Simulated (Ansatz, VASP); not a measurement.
**WC in VASP and in Ansatz**

File INCAR:

```
SYSTEM = WC
PREC = Accurate
ENCUT = 520
EDIFF = 1E-6
ISMEAR = 0
SIGMA = 0.15
LREAL = .FALSE.
LASPH = .TRUE.
NELM = 80
ALGO = Fast
ISIF = 2
LWAVE = .FALSE.
LCHARG = .TRUE.
GGA = PS
LELF = .TRUE.
LVHAR = .TRUE.
NBANDS = 16
```

Contents of KPOINTS:

```
Automatic mesh
0
G
  20 20 20
  0 0 0
```

The input POSCAR:

```
WC
1.0
    0.0000000000      2.0633946440      2.4760735727
    2.0633946440      0.0000000000      2.4760735727
    2.0633946440      2.0633946440      0.0000000000
W C
1 1
Direct
    0.0000000000      0.0000000000      0.0000000000
    0.5000000000      0.5000000000      0.5000000000
```

Input for Ansatz:

```yaml
crystal:
  lattice:
    - [0.0, 2.063394644, 2.4760735727]
    - [2.063394644, 0.0, 2.4760735727]
    - [2.063394644, 2.063394644, 0.0]
  atoms:
    - { symbol: W, position: [0.0, 0.0, 0.0] }
    - { symbol: C, position: [0.5, 0.5, 0.5] }
basis:
  ecutwfc: 420
kpoints:
  mp_grid: { grid: [20, 20, 20] }
hamiltonian:
  xc: pbesol
scf:
  occupations: { method: gaussian, width: 0.15 }
output:
  forces: true
  stress: true
  eigenvalues: true
```

Alike in both runs: task single point; functional PBEsol; k mesh 20 × 20 × 20; occupations gaussian, width 0.15 eV; no spin polarisation.

|  | VASP | Ansatz |
| --- | --- | --- |
| version | VASP 6.6.1 | Ansatz 0.2.0 |
| potentials or method | VASP PAW PBE potentials, release 64 (W_sv, C) | scalar-relativistic, plane waves, PAW |
| plane-wave cutoff (eV) | 520 | 420 |
| valence electrons in the cell | 18 | 18 |

|  | VASP | Ansatz | Ansatz less VASP |
| --- | --- | --- | --- |
| gap on the k mesh at the Fermi level (eV) | none | none | - |
| pressure (GPa) | 14.7 | 13.6 | -1.14 |
| largest component of the traceless stress (GPa) | 48.25 | 47.75 | -0.502 |

A gap of «none» marks a metal or a gap that the smearing closes.

Caveats: the PAW data sets were made with another functional, which shifts forces and pressure a little (VASP). Spin-orbit coupling is left out, which matters for the levels of W.
